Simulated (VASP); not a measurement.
# C (Fd-3m) in VASP: further runs

The runs below take C through single point, with LDA.

Program: VASP 6.6.1. These are calculated values, not measurements. Logs are shortened: lines on timing, memory, paths and dates and some standing lists are left out, and cuts for length are marked.

### 1 The undisturbed crystal

It takes space group Fd-3m (No. 227, cubic). The conventional cell has a = 3.567 Å, b = 3.567 Å, c = 3.567 Å, α = 90.00°, β = 90.00°, γ = 90.00°. C (site symmetry -43m) has 4 C at 1.54 Å as nearest neighbours.

This isn't the form of C at room conditions, which is graphite.

### 2 Single point, LDA (grid = ENCUT=400 dk=0.9 cell=3x3x3 ISMEAR=0 SIGMA=0.05 LREAL=Auto EDIFF=1e-06)

Contents of INCAR:

```
SYSTEM = C
  PREC = Accurate
  ENCUT = 400
  EDIFF = 1E-6
  ISMEAR = 0
  SIGMA = 0.05
  LREAL = Auto
  LASPH = .True.
  NELM = 120
  ALGO = Fast
  ISIF = 2
  LWAVE = .False.
  LCHARG = .False.
  NBANDS = 126
  NCORE = 1
  KPAR = 2
```

Contents of KPOINTS:

```
regular mesh
0
Gamma
  2 2 2
  0 0 0
```

Contents of POSCAR:

```
C
1.0
    0.0000000000      5.3501100000      5.3501100000
    5.3501100000      0.0000000000      5.3501100000
    5.3501100000      5.3501100000      0.0000000000
C
54
Direct
    0.2500000000      0.2500000000      0.2500000000
    0.2500000000      0.2500000000      0.5833333333
    0.2500000000      0.2500000000      0.9166666667
    0.2500000000      0.5833333333      0.2500000000
    0.2500000000      0.5833333333      0.5833333333
    0.2500000000      0.5833333333      0.9166666667
    0.2500000000      0.9166666667      0.2500000000
    0.2500000000      0.9166666667      0.5833333333
    0.2500000000      0.9166666667      0.9166666667
    0.5833333333      0.2500000000      0.2500000000
    0.5833333333      0.2500000000      0.5833333333
    0.5833333333      0.2500000000      0.9166666667
    0.5833333333      0.5833333333      0.2500000000
    0.5833333333      0.5833333333      0.5833333333
    0.5833333333      0.5833333333      0.9166666667
    0.5833333333      0.9166666667      0.2500000000
    0.5833333333      0.9166666667      0.5833333333
    0.5833333333      0.9166666667      0.9166666667
    0.9166666667      0.2500000000      0.2500000000
    0.9166666667      0.2500000000      0.5833333333
    0.9166666667      0.2500000000      0.9166666667
    0.9166666667      0.5833333333      0.2500000000
    0.9166666667      0.5833333333      0.5833333333
    0.9166666667      0.5833333333      0.9166666667
    0.9166666667      0.9166666667      0.2500000000
    0.9166666667      0.9166666667      0.5833333333
    0.9166666667      0.9166666667      0.9166666667
    0.1666666667      0.1666666667      0.1666666667
    0.1666666667      0.1666666667      0.5000000000
    0.1666666667      0.1666666667      0.8333333333
    0.1666666667      0.5000000000      0.1666666667
    0.1666666667      0.5000000000      0.5000000000
    0.1666666667      0.5000000000      0.8333333333
    0.1666666667      0.8333333333      0.1666666667
    0.1666666667      0.8333333333      0.5000000000
    0.1666666667      0.8333333333      0.8333333333
    0.5000000000      0.1666666667      0.1666666667
    0.5000000000      0.1666666667      0.5000000000
    0.5000000000      0.1666666667      0.8333333333
    0.5000000000      0.5000000000      0.1666666667
    0.5000000000      0.5000000000      0.5000000000
    0.5000000000      0.5000000000      0.8333333333
    0.5000000000      0.8333333333      0.1666666667
    0.5000000000      0.8333333333      0.5000000000
    0.5000000000      0.8333333333      0.8333333333
    0.8333333333      0.1666666667      0.1666666667
    0.8333333333      0.1666666667      0.5000000000
    0.8333333333      0.1666666667      0.8333333333
    0.8333333333      0.5000000000      0.1666666667
    0.8333333333      0.5000000000      0.5000000000
    0.8333333333      0.5000000000      0.8333333333
    0.8333333333      0.8333333333      0.1666666667
    0.8333333333      0.8333333333      0.5000000000
    0.8333333333      0.8333333333      0.8333333333
```

Potentials or basis: VASP PAW LDA potentials, release 64 (C).

The run is started by

```
$ cat potpaw_LDA.64/C/POTCAR > POTCAR
$ mpirun -np 4 vasp_std > vasp.out
```

OUTCAR:

```text
SYSTEM = C
   PREC = Accurate
   ENCUT = 400
   EDIFF = 1E-6
   ISMEAR = 0
   LREAL = Auto
   LASPH = .True.
   NELM = 120
   ISIF = 2

 Found      3 irreducible k-points:

 Following reciprocal coordinates:
            Coordinates               Weight
  0.000000  0.000000  0.000000      1.000000
  0.500000  0.000000  0.000000      4.000000
  0.500000  0.500000  0.000000      3.000000
   k-points           NKPTS =      3   k-points in BZ     NKDIM =      3   number of bands    NBANDS=    126
   number of dos      NEDOS =    301   number of ions     NIONS =     54
   total plane-waves  NPLWV = 125000
   dimension x,y,z NGX =    50 NGY =   50 NGZ =   50
   dimension x,y,z NGXF=   100 NGYF=  100 NGZF=  100
   ions per type =              54
   NGX,Y,Z   is equivalent  to a cutoff of  10.99, 10.99, 10.99 a.u.
   NGXF,Y,Z  is equivalent  to a cutoff of  21.97, 21.97, 21.97 a.u.
 SYSTEM =  C
   PREC   = accura    normal or accurate (medium, high low for compatibility)
   ISTART =      0    job   : 0-new  1-cont  2-samecut
   ICHARG =      2    charge: 1-file 2-atom 10-const
   ISPIN  =      1    spin polarized calculation?
   LNONCOLLINEAR =      F non collinear calculations
   LSORBIT =      F    spin-orbit coupling
   LASPH  =      T    aspherical Exc in radial PAW
   ENCUT  =  400.0 eV  29.40 Ry    5.42 a.u.  12.34 12.34 12.34*2*pi/ulx,y,z
   NELM   =    120;   NELMIN=  2; NELMDL= -5     # of ELM steps
   EDIFF  = 0.1E-05   stopping-criterion for ELM
   LREAL  =      T    real-space projection
   EDIFFG = 0.1E-04   stopping-criterion for IOM
   NSW    =      0    number of steps for IOM
   IBRION =     -1    ionic relax: 0-MD 1-quasi-New 2-CG
   NFREE  =      0    steps in history (QN), initial steepest desc. (CG)
   ISIF   =      2    stress and relaxation
   ISYM   =      2    0-nonsym 1-usesym 2-fastsym
   POTIM  = 0.5000    time-step for ionic-motion
   TEBEG  =    0.0;   TEEND  =   0.0 temperature during run
   PSTRESS=    0.0 pullay stress
   NELECT =     216.0000    total number of electrons
   NUPDOWN=      -1.0000    fix difference up-down
   EMIN   =  10.00;   EMAX   =-10.00  energy-range for DOS
   EFERMI =   0.00;   METHOD = LEGACY
   ISMEAR =     0;   SIGMA  =   0.05  broadening in eV -4-tet -1-fermi 0-gaus
   EFERMI_NEDOS =   21; number of points for ismear=-14 and -15
   IALGO  =     68    algorithm
   IMIX   =      4    mixing-type and parameters
     AMIX     =   0.40;   BMIX     =  1.00
     AMIX_MAG =   1.60;   BMIX_MAG =  1.00
  volume/ion in A,a.u.               =       5.67        38.28
  Fermi-wavevector in a.u.,A,eV,Ry     =   1.457203  2.753714 28.891161  2.123440
  Thomas-Fermi vector in A             =   2.574032
   LORBIT       =      0    0 simple, 1 ext, 2 COOP (PROOUT), +10 PAW based schemes
   GGA     = CA    functional components
   LHFCALC =     F    Hartree Fock is set to
   AEXX    =    0.0000 exact exchange contribution
   IVDW    =     0    specifies the selected vdW correction
   LEPSILON=     F    determine dielectric tensor
   LRPA    =     F    only Hartree local field effects (RPA)
 non-spin polarized calculation
 RMM-DIIS sequential band-by-band and
 Gauss-broadening in eV      SIGMA  =   0.05
  energy-cutoff  :      400.00
  volume of cell :      306.28
 maximum number of plane-waves:      5601
 NGX is ok and might be reduce to    50
   NGX = 25   NGY = 25   NGZ = 25

 number of electron     216.0000000 magnetization

 Free energy of the ion-electron system (eV)
  ---------------------------------------------------
  ext. energy  EPLUGINS =         0.00000000
  ---------------------------------------------------
  free energy    TOTEN  =      -546.40054373 eV

  energy without entropy =     -546.40054373  energy(sigma->0) =     -546.40054373

 E-fermi :  10.0306     XC(G=0): -13.4991

 val. band max:        9.7469526056   @ k =   0.0000   0.0000   0.0000
 cond. band min:      13.8508053196   @ k =   0.0000   0.0000   0.0000
 fundamental gap:      4.1038527139
 Fermi energy:        10.0306265193

 k-point     1 :       0.0000    0.0000    0.0000
  band No.  band energies     occupation
      1     -11.5967      2.00000
      2      -8.5787      2.00000
      3      -8.5787      2.00000
      4      -8.5787      2.00000
      5      -8.5787      2.00000
      6      -8.5787      2.00000
[... 112 lines left out ...]
    119      16.0121      0.00000
    120      16.0121      0.00000

 k-point     2 :       0.5000    0.0000    0.0000
  band No.  band energies     occupation
      1     -10.8303      2.00000
      2     -10.8303      2.00000
      3      -8.8185      2.00000
      4      -8.8185      2.00000
      5      -8.8185      2.00000
      6      -8.8185      2.00000
[... 112 lines left out ...]
    119      15.7052      0.00000
    120      15.7052      0.00000

 k-point     3 :       0.5000    0.5000    0.0000
  band No.  band energies     occupation
      1     -10.5756      2.00000
      2     -10.5756      2.00000
      3      -9.5677      2.00000
      4      -9.5677      2.00000
      5      -9.5677      2.00000
      6      -9.5677      2.00000
[... 112 lines left out ...]
    119      16.8014      0.00000
    120      16.8256      0.00000
 [bands above 120 left out]

------------------------ aborting loop because EDIFF is reached ----------------------------------------

  FORCE on cell =-STRESS in cart. coord.  units (eV):
  Direction    XX          YY          ZZ          XY          YZ          ZX
  --------------------------------------------------------------------------------------
  -------------------------------------------------------------------------------------
  Total      -29.6661546    -29.6661546    -29.6661546     -0.0000000     -0.0000000      0.0000000
  in kB     -155.1864180   -155.1864180   -155.1864180     -0.0000000     -0.0000000      0.0000000
  external PRESSURE =    -155.1864180 kB  Pullay stress =       0.0000000 kB

 VOLUME and BASIS-vectors are now :
 -----------------------------------------------------------------------------
  energy-cutoff  :      400.00
  volume of cell :      306.28
      direct lattice vectors                 reciprocal lattice vectors
     0.000000000  5.350110000  5.350110000    -0.093456022  0.093456022  0.093456022
     5.350110000  0.000000000  5.350110000     0.093456022 -0.093456022  0.093456022
     5.350110000  5.350110000  0.000000000     0.093456022  0.093456022 -0.093456022

 POSITION                                       TOTAL-FORCE (eV/Angst)
 -----------------------------------------------------------------------------------
      2.67505      2.67505      2.67505         0.000000      0.000000      0.000000
      4.45842      4.45842      2.67505         0.000000      0.000000      0.000000
      6.24180      6.24180      2.67505         0.000000      0.000000      0.000000
      4.45842      2.67505      4.45842         0.000000      0.000000      0.000000
      6.24179      4.45842      4.45842         0.000000      0.000000      0.000000
      8.02516      6.24180      4.45842         0.000000     -0.000000      0.000000
[... 46 lines left out ...]
      7.13348      7.13348      8.91685        -0.000000     -0.000000     -0.000000
      8.91685      8.91685      8.91685        -0.000000     -0.000000     -0.000000
 -----------------------------------------------------------------------------------
    total drift:                                0.000002      0.000002      0.000003

  FREE ENERGIE OF THE ION-ELECTRON SYSTEM (eV)
  ---------------------------------------------------
  free  energy   TOTEN  =      -546.4005437325 eV

  energy  without entropy=     -546.4005437325  energy(sigma->0) =     -546.40054373
```

Run time: 37 s. Hardware: 4 MPI ranks of Intel Xeon 6975P-C (Granite Rapids), shared host; peak memory 0.25 GiB.

These settings aren't checked as converged: the numbers below hold their error.

What came out:

| Property | Result |
| --- | --- |
| Free energy | -546.4005 eV |
| Band gap on the k mesh | 4.10 eV |

Caveat: the k mesh is coarse (spacing up to 0.51 Å⁻¹), so the values aren't converged; the cutoff is under 1.25 times the usual one of these potentials, so pressure, stress and relaxed cells hold a basis-set (Pulay) error.

### 3 Single point, LDA (grid = ENCUT=650 dk=0.35 cell=3x3x2 ISMEAR=0 SIGMA=0.05 LREAL=Auto EDIFF=1e-06)

Contents of INCAR:

```
SYSTEM = SiC35
ALGO = Fast
EDIFF = 1E-6
ENCUT = 650
ISIF = 2
ISMEAR = 0
KPAR = 2
LASPH = .True.
LCHARG = .False.
LREAL = Auto
LWAVE = .False.
NBANDS = 84
NCORE = 1
NELM = 120
PREC = Accurate
SIGMA = 0.05
```

Contents of KPOINTS:

```
k-points
0
Gamma
  3 3 5
  0 0 0
```

Contents of POSCAR:

```
SiC35
1.0
    0.0000000000      5.3501100000      5.3501100000
    5.3501100000      0.0000000000      5.3501100000
    3.5667400000      3.5667400000      0.0000000000
Si C
1 35
Direct
    0.2500000000      0.2500000000      0.3750000000
    0.2500000000      0.2500000000      0.8750000000
    0.2500000000      0.5833333333      0.3750000000
    0.2500000000      0.5833333333      0.8750000000
    0.2500000000      0.9166666667      0.3750000000
    0.2500000000      0.9166666667      0.8750000000
    0.5833333333      0.2500000000      0.3750000000
    0.5833333333      0.2500000000      0.8750000000
    0.5833333333      0.5833333333      0.3750000000
    0.5833333333      0.5833333333      0.8750000000
    0.5833333333      0.9166666667      0.3750000000
    0.5833333333      0.9166666667      0.8750000000
    0.9166666667      0.2500000000      0.3750000000
    0.9166666667      0.2500000000      0.8750000000
    0.9166666667      0.5833333333      0.3750000000
    0.9166666667      0.5833333333      0.8750000000
    0.9166666667      0.9166666667      0.3750000000
    0.9166666667      0.9166666667      0.8750000000
    0.1666666667      0.1666666667      0.2500000000
    0.1666666667      0.1666666667      0.7500000000
    0.1666666667      0.5000000000      0.2500000000
    0.1666666667      0.5000000000      0.7500000000
    0.1666666667      0.8333333333      0.2500000000
    0.1666666667      0.8333333333      0.7500000000
    0.5000000000      0.1666666667      0.2500000000
    0.5000000000      0.1666666667      0.7500000000
    0.5000000000      0.5000000000      0.2500000000
    0.5000000000      0.5000000000      0.7500000000
    0.5000000000      0.8333333333      0.2500000000
    0.5000000000      0.8333333333      0.7500000000
    0.8333333333      0.1666666667      0.2500000000
    0.8333333333      0.1666666667      0.7500000000
    0.8333333333      0.5000000000      0.2500000000
    0.8333333333      0.5000000000      0.7500000000
    0.8333333333      0.8333333333      0.2500000000
    0.8333333333      0.8333333333      0.7500000000
```

Potentials or basis: VASP PAW LDA potentials, release 64 (Si, C).

The run is started by

```
$ cat potpaw_LDA.64/Si/POTCAR potpaw_LDA.64/C/POTCAR > POTCAR
$ mpirun -np 4 vasp_std > vasp.out
```

OUTCAR:

```text
SYSTEM = SiC35
   EDIFF = 1E-6
   ENCUT = 650
   ISIF = 2
   ISMEAR = 0
   LASPH = .True.
   LREAL = Auto
   NELM = 120
   PREC = Accurate

 Found     16 irreducible k-points:

 Following reciprocal coordinates:
            Coordinates               Weight
  0.000000  0.000000  0.000000      1.000000
  0.333333  0.000000  0.000000      4.000000
  0.333333  0.333333  0.000000      2.000000
 -0.333333  0.333333  0.000000      2.000000
  0.000000  0.000000  0.200000      2.000000
  0.333333  0.000000  0.200000      4.000000
   k-points           NKPTS =     16   k-points in BZ     NKDIM =     16   number of bands    NBANDS=     84
[... 604 lines left out ...]
  Total       16.7027921     16.7027921     16.6300129      0.0092804      0.0048820      0.0048820
  in kB      131.0607914    131.0607914    130.4897198      0.0728201      0.0383076      0.0383070
  external PRESSURE =     130.8704342 kB  Pullay stress =       0.0000000 kB

 VOLUME and BASIS-vectors are now :
 -----------------------------------------------------------------------------
  energy-cutoff  :      650.00
  volume of cell :      204.19
      direct lattice vectors                 reciprocal lattice vectors
     0.000000000  5.350110000  5.350110000    -0.093456022  0.093456022  0.093456022
     5.350110000  0.000000000  5.350110000     0.093456022 -0.093456022  0.093456022
     3.566740000  3.566740000  0.000000000     0.140184034  0.140184034 -0.140184034

 POSITION                                       TOTAL-FORCE (eV/Angst)
 -----------------------------------------------------------------------------------
      2.67505      2.67505      2.67505        -0.009140     -0.009140     -0.067959
      4.45843      4.45843      2.67505         0.007256      0.007256     -0.267200
      4.45842      2.67505      4.45842         0.344431     -0.140275      0.322664
      6.24179      4.45843      4.45842         0.138535     -0.340180      0.332276
      6.24180      2.67505      6.24180        -0.311453     -0.175459     -0.309211
      8.02517      4.45843      6.24180         0.133506      0.354667     -0.355909
[... 28 lines left out ...]
      5.35011      5.35011      8.91685         0.005201      0.005201     -0.130237
      7.13348      7.13348      8.91685        -0.004157     -0.004157      0.026549
 -----------------------------------------------------------------------------------
    total drift:                               -0.013684     -0.013684      0.012730

  FREE ENERGIE OF THE ION-ELECTRON SYSTEM (eV)
  ---------------------------------------------------
  free  energy   TOTEN  =      -352.1870033123 eV

  energy  without entropy=     -352.1870033123  energy(sigma->0) =     -352.18700331
```

OSZICAR:

```text
N       E                     dE             d eps       ncg     rms          rms(c)
DAV:   1     0.596855829526E+03    0.59686E+03   -0.90076E+04  2688   0.202E+03
DAV:   2    -0.323194101964E+03   -0.92005E+03   -0.88943E+03  3368   0.339E+02
DAV:   3    -0.368914001004E+03   -0.45720E+02   -0.45367E+02  3088   0.756E+01
DAV:   4    -0.370113307250E+03   -0.11993E+01   -0.11948E+01  3184   0.126E+01
DAV:   5    -0.370146223521E+03   -0.32916E-01   -0.32876E-01  3096   0.197E+00    0.287E+01
RMM:   6    -0.356160016431E+03    0.13986E+02   -0.13943E+01  2784   0.116E+01    0.165E+01
RMM:   7    -0.352261321987E+03    0.38987E+01   -0.16914E+01  2991   0.131E+01    0.437E+00
RMM:   8    -0.352189177884E+03    0.72144E-01   -0.15297E+00  2951   0.464E+00    0.968E-01
RMM:   9    -0.352191034139E+03   -0.18563E-02   -0.42262E-01  3140   0.204E+00    0.618E-01
RMM:  10    -0.352186757419E+03    0.42767E-02   -0.63641E-02  3084   0.894E-01    0.232E-01
RMM:  11    -0.352186773083E+03   -0.15664E-04   -0.17124E-02  3045   0.413E-01    0.119E-01
RMM:  12    -0.352187014561E+03   -0.24148E-03   -0.24413E-03  3091   0.173E-01    0.592E-02
RMM:  13    -0.352186985613E+03    0.28948E-04   -0.12431E-03  3143   0.101E-01    0.181E-02
RMM:  14    -0.352187000009E+03   -0.14397E-04   -0.20648E-04  3205   0.460E-02    0.148E-02
RMM:  15    -0.352187002295E+03   -0.22853E-05   -0.50732E-05  3157   0.227E-02    0.415E-03
RMM:  16    -0.352187003047E+03   -0.75230E-06   -0.11239E-05  2951   0.112E-02    0.728E-04
RMM:  17    -0.352187003312E+03   -0.26522E-06   -0.29143E-06  2113   0.549E-03
   1 F= -.35218700E+03 E0= -.35218700E+03  d E =-.743953E-19
```

Wall time 4.1 min (4 MPI ranks of Intel Xeon Platinum 8488C (Sapphire Rapids), shared host); peak memory 0.34 GiB.

These settings aren't checked as converged: the numbers below hold their error.

What came out:

* Free energy: -352.1870 eV
* Pressure: 13.1 GPa
* Largest force: 12.594 eV/Å
* Band gap on the k mesh: 3.83 eV, direct

### 4 Single point, LDA (grid = ENCUT=400 dk=1.6 cell=3x3x2 ISMEAR=0 SIGMA=0.05 LREAL=Auto EDIFF=1e-06)

Contents of INCAR:

```
SYSTEM = SiC35
ALGO = Fast
EDIFF = 1E-6
ENCUT = 400
ISIF = 2
ISMEAR = 0
KPAR = 1
LASPH = .True.
LCHARG = .False.
LREAL = Auto
LWAVE = .False.
NBANDS = 84
NCORE = 2
NELM = 120
PREC = Accurate
SIGMA = 0.05
```

Contents of KPOINTS:

```
k-points
0
Gamma
  1 1 1
  0 0 0
```

POSCAR is that of step 3.

The run is started by

```
$ cat potpaw_LDA.64/Si/POTCAR potpaw_LDA.64/C/POTCAR > POTCAR
$ mpirun -np 4 vasp_std > vasp.out
```

Run time: 13 s. Hardware: 4 MPI ranks of Intel Xeon Platinum 8488C (Sapphire Rapids), shared host; peak memory 0.15 GiB.

The run converged, but some of its settings lie outside the range that counts as converged, so its numbers aren't taken as properties of the crystal.

What came out:

* Free energy: -337.7510 eV
* Largest force: 12.575 eV/Å
* Band gap on the k mesh: 3.73 eV, direct

Caveat: the cutoff is under 1.25 times the usual one of these potentials, so pressure, stress and relaxed cells hold a basis-set (Pulay) error.

### 5 The reference run

An earlier run on the cell as given: functional PBE; potentials or basis VASP PAW PBE potentials, release 64 (C); cutoff 520 eV; k mesh 13 × 13 × 13; occupations fermi-dirac, width 0.05 eV; no spin polarisation.

* Pressure: 2.5 GPa
* Band gap on the k mesh: 4.14 eV, indirect (least direct gap 5.59 eV)
